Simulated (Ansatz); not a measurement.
**MgSi under changes of volume**

One of the cells (17.355 Å³/atom); the others are scaled copies at fixed shape and fractional positions:

```xyz
2
Lattice="2.9084 0.0000 0.0000 0.0000 2.9084 0.0000 0.0000 0.0000 4.1034" Properties=species:S:1:pos:R:3 pbc="T T T"
Si    1.4542    1.4542    2.0517
Mg    0.0000    0.0000    0.0000
```

The cell comes from a database or a generator and needn't be the stable form of this composition.

* Program: Ansatz 0.2.0
* Functional: PBEsol
* Potentials or basis: all-electron LAPW, scalar-relativistic
* Cutoff: 154 eV (chosen from the basis error)
* Basis error allowed: 0.0005 eV/atom
* k mesh: 9 × 9 × 7
* Occupations: fermi-dirac, width 0.05 eV
* Spin: no spin polarisation

```csv
volume (Å³/atom),energy over the lowest point (meV/atom),pressure (GPa)
16.314,5.03,2.7
16.661,0.91,1.1
17.008,0.00,-0.3
17.355,1.99,-1.5
17.702,?,?
18.049,13.56,-3.7
18.396,22.65,-4.6
```

Task: What does the run at 17.702 Å³/atom give?

Result: Energy over the lowest point 6.59 meV/atom; pressure -2.7 GPa.

Worked out: A Birch-Murnaghan fit of order 3 (a polynomial in V^(-2/3)) to the other rows has its minimum at 16.94 Å³/atom with B0 = V·E''(V) = 67 GPa and B' = 4.0 at fixed shape and positions, which overstates the stiffness. It gives 6.60 meV/atom at 17.702 Å³/atom, against the run's 6.59, and -dE/dV = -2.7 GPa, against -2.7.

Energies are extrapolated to zero smearing.
